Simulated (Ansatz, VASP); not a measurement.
One calculation of Be4S, two programs

```xyz
5
Lattice="3.8635 0.0000 0.0000 0.0000 3.8635 0.0000 0.0000 0.0000 3.8635" Properties=species:S:1:pos:R:3 pbc="T T T"
Be    1.1621    1.1621    1.1621
Be    2.7014    2.7014    1.1621
Be    1.1621    2.7014    2.7014
Be    2.7014    1.1621    2.7014
S     0.0000    0.0000    0.0000
```

Change from the starting cell: species swapped into the SnI4 type (P-43m, No. 215).

Alike in both runs: functional PBE; k mesh 4 × 4 × 4; occupations gaussian, width 0.1 eV; no spin polarisation.

Ansatz relaxed the structure, and its values are those at the end. VASP's run is a single point on that final structure, the one shown.

|  | VASP | Ansatz |
| --- | --- | --- |
| version | VASP 6.6.1 | Ansatz 0.2.0 |
| potentials or method | VASP PAW PBE potentials, release 64 (Be, S) | scalar-relativistic, plane waves, PAW |
| plane-wave cutoff (eV) | 520 | 420 |
| valence electrons in the cell | 14 | 14 |

Ansatz gave:

- gap on the k mesh at the Fermi level (eV): none
- pressure (GPa): -0.1
- rms of the force components (eV/Å): 0.024

**Question.** What did VASP give for the same quantities?

**Answer.** gap on the k mesh at the Fermi level (eV): none; pressure (GPa): 0.0; rms of the force components (eV/Å): 0.024.

A gap of «none» marks a metal or a gap that the smearing closes.

Caveats: the k mesh is coarse (spacing up to 0.41 Å⁻¹), so the values aren't converged.
